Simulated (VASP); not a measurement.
A run of VASP 6.6.1 is set up as follows.

INCAR

```
PREC     = Accurate       # precision mode
ENCUT    = 520            # plane-wave cutoff, eV
EDIFF    = 1E-7           # SCF threshold, eV
ISMEAR   = 0              # smearing method
SIGMA    = 0.02           # smearing width, eV
LREAL    = False          # projectors in reciprocal space
LASPH    = True           # aspherical terms in the spheres
NELM     = 100            # most SCF steps
ALGO     = Normal         # electronic algorithm
ISIF     = 2              # what is computed and relaxed
LWAVE    = False          # write WAVECAR
LCHARG   = False          # write CHGCAR
GGA      = PS             # functional
NBANDS   = 24             # bands
```

KPOINTS

```
regular mesh
0
Gamma
  9 9 6
```

POSCAR

```
CaO
1.0
    3.9563110523      0.0000000000      0.0000000000
   -1.9781555261      3.4262658765      0.0000000000
    0.0000000000      0.0000000000      4.7431805672
Ca O
2 2
Direct
    0.3333333333      0.6666666667      0.7500000000
    0.6666666667      0.3333333333      0.2500000000
    0.3333333333      0.6666666667      0.2500000000
    0.6666666667      0.3333333333      0.7500000000
```

Potentials or basis: VASP PAW PBE potentials, release 64 (Ca_sv, O).

Run with:

```console
$ cat potpaw_PBE.64/Ca_sv/POTCAR potpaw_PBE.64/O/POTCAR > POTCAR
$ mpirun -np 1 vasp_std > vasp.out
```

Question: What does it give for the band gap on the k mesh?

Answer: 3.12 eV, direct.

Question: Predict the pressure.

Answer: 0.5 GPa.

Caveat: the PAW data sets were made with another functional, which shifts forces and pressure a little; an odd mesh through Γ misses points on the zone boundary, where band edges often lie.
